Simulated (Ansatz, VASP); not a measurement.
# One calculation of SiC, two programs

Contents of INCAR:

```
PREC     = Accurate       # precision mode
ENCUT    = 520            # plane-wave cutoff, eV
EDIFF    = 1E-6           # SCF threshold, eV
ISMEAR   = 0              # smearing method
SIGMA    = 0.05           # smearing width, eV
LREAL    = F              # projectors in reciprocal space
LASPH    = T              # aspherical terms in the spheres
NELM     = 100            # most SCF steps
ALGO     = Normal         # electronic algorithm
ISIF     = 2              # what is computed and relaxed
LWAVE    = F              # write WAVECAR
LCHARG   = F              # write CHGCAR
GGA      = PE             # functional
NBANDS   = 11             # bands
```

Contents of KPOINTS:

```
Automatic mesh
0
Gamma
  12 12 12
```

Contents of POSCAR:

```
SiC
1.0
    0.0000000000      2.1413900000      2.2066100000
    2.1413900000      0.0000000000      2.2066100000
    2.1413900000      2.1413900000      0.0000000000
Si C
1 1
Direct
    0.0000000000      0.0000000000      0.0000000000
    0.7500000000      0.7500000000      0.7500000000
```

Input for Ansatz:

```yaml
crystal:
  lattice:
    - [0.0, 2.14139, 2.20661]
    - [2.14139, 0.0, 2.20661]
    - [2.14139, 2.14139, 0.0]
  atoms:
    - { symbol: Si, position: [0.0, 0.0, 0.0] }
    - { symbol: C, position: [0.75, 0.75, 0.75] }
basis:
  ecutwfc: 420
kpoints:
  mp_grid: { grid: [12, 12, 12] }
hamiltonian:
  xc: pbe
scf:
  occupations: { method: gaussian, width: 0.05 }
output:
  forces: true
  stress: true
  eigenvalues: true
```

Change from the starting cell: strain -0.015 along x and y, +0.015 along z, atoms carried along.

Alike in both runs: task single point; functional PBE; k mesh 12 × 12 × 12; occupations gaussian, width 0.05 eV; no spin polarisation.

```csv
,VASP,Ansatz
version,VASP 6.6.1,Ansatz 0.2.0
potentials or method,"VASP PAW PBE potentials, release 64 (Si, C)","scalar-relativistic, plane waves, PAW"
plane-wave cutoff (eV),520,420
valence electrons in the cell,8,8
```

VASP gave:

```
gap on the k mesh at the Fermi level (eV)       : 1.18
least direct gap on the mesh (eV)               : 4.53
pressure (GPa)                                  : 8.4
largest component of the traceless stress (GPa) : 5.50
```

Which values does Ansatz return?

gap on the k mesh at the Fermi level (eV): 1.18; least direct gap on the mesh (eV): 4.54; pressure (GPa): 8.4; largest component of the traceless stress (GPa): 5.49.

The functional is the same, so the differences come from potentials, cutoffs and numerics.

A k mesh can miss the band edges.
